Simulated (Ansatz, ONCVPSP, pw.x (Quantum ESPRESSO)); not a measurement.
## pw.x on diamond Li: one setting changed

Potential: optimised norm-conserving Vanderbilt (ONCV), ONCVPSP 4.0.1, PBE; core none, reference 1s2 2s0.75; waves: 1s+2s: rc 0.90 bohr, ncon 4, nbas 7, qcut 12.3 1/bohr, 2 projectors; p scattering state at 0.06 Ha: rc 0.70 bohr, ncon 3, nbas 7, qcut 12.6 1/bohr, 1 projector; local part: polynomial inside 0.65 bohr (lpopt 5, dvloc0 4 Ha); core correction: none.

The reference run (k-mesh 8³, cutoffs 160/640 Ry, Fermi–Dirac 0.01 Ry, mixing_beta 0.4, conv_thr 1e-9, no spin) gives -0.02 GPa at 26.165 Å³/atom, where all-electron LAPW gives -0.02 GPa. This run, with its own iteration cap, changes nspin = 2 with starting_magnetization to -0.3.

```
&control
  calculation='scf', prefix='x', pseudo_dir='./', outdir='./tmp', tstress=.true., disk_io='none'
/
&system
  ibrav=0, nat=2, ntyp=1, ecutwfc=160, ecutrho=640, nbnd=10,
  occupations='smearing', smearing='fd', degauss=0.01, nspin=2, starting_magnetization(1)=-0.3
/
&electrons
  conv_thr=1e-09, mixing_beta=0.4, electron_maxstep=50
/
ATOMIC_SPECIES
Li 1.0 Li.UPF
CELL_PARAMETERS angstrom
  0.00000000 2.96874968 2.96874968
  2.96874968 0.00000000 2.96874968
  2.96874968 2.96874968 0.00000000
ATOMIC_POSITIONS crystal
Li 0.0000 0.0000 0.0000
Li 0.2500 0.2500 0.2500
K_POINTS automatic
8 8 8 0 0 0
```

```bash
pw.x < Li.scf.in > Li.scf.out
```

Q: How does the run end?

A: It converges in 9 iterations; the free energy moves by +0.0 meV/atom and the pressure by +0.00 GPa. The result is that of the reference run.

```
Message from routine setup:
     using ibrav=0 with symmetry is DISCOURAGED, use correct ibrav instead
     lattice parameter (alat)  =       7.9339  a.u.
     unit-cell volume          =     353.1403 (a.u.)^3
     number of electrons       =         6.00
     number of Kohn-Sham states=           10
     kinetic-energy cutoff     =     160.0000  Ry
     charge density cutoff     =     640.0000  Ry
     scf convergence threshold =      1.0E-09
     Exchange-correlation= PBE
     atomic species   magnetization
     number of k points=    29  Fermi-Dirac smearing, width (Ry)=  0.0100
     iteration #  1     ecut=   160.00 Ry     beta= 0.40
     total energy              =     -29.63508201 Ry
     estimated scf accuracy    <       0.29015112 Ry
     total magnetization       =    -0.22 Bohr mag/cell
     absolute magnetization    =     0.25 Bohr mag/cell
     iteration #  2     ecut=   160.00 Ry     beta= 0.40
     total energy              =     -29.65085825 Ry
     estimated scf accuracy    <       0.09299261 Ry
     total magnetization       =    -0.17 Bohr mag/cell
     absolute magnetization    =     0.19 Bohr mag/cell
     iteration #  3     ecut=   160.00 Ry     beta= 0.40
     total energy              =     -29.65903301 Ry
     estimated scf accuracy    <       0.00223849 Ry
     total magnetization       =    -0.08 Bohr mag/cell
     absolute magnetization    =     0.08 Bohr mag/cell
     [... 3 iterations left out ...]
     iteration #  7     ecut=   160.00 Ry     beta= 0.40
     total energy              =     -29.65934204 Ry
     estimated scf accuracy    <       0.00000021 Ry
     total magnetization       =    -0.00 Bohr mag/cell
     absolute magnetization    =     0.00 Bohr mag/cell
     iteration #  8     ecut=   160.00 Ry     beta= 0.40
     total energy              =     -29.65934297 Ry
     estimated scf accuracy    <          1.3E-09 Ry
     total magnetization       =    -0.00 Bohr mag/cell
     absolute magnetization    =     0.00 Bohr mag/cell
     iteration #  9     ecut=   160.00 Ry     beta= 0.40
     the Fermi energy is     0.3207 ev
!    total energy              =     -29.65934299 Ry
     estimated scf accuracy    <          3.2E-10 Ry
     smearing contrib. (-TS)   =      -0.00364825 Ry
     The total energy is F=E-TS. E is the sum of the following terms:
     one-electron contribution =     -22.81550459 Ry
     hartree contribution      =       8.95459765 Ry
     xc contribution           =      -7.15305655 Ry
     ewald contribution        =      -8.64173125 Ry
     total magnetization       =    -0.00 Bohr mag/cell
     absolute magnetization    =     0.00 Bohr mag/cell
     convergence has been achieved in   9 iterations
          total   stress  (Ry/bohr**3)                   (kbar)     P=       -0.19
     Message from routine punch:
     Nothing written, as per user request (disk_io='none')
```

The run took about 69 s on one core of a shared host (Intel(R) Xeon(R) 6975P-C, 192 threads, 378 GiB, load 56).
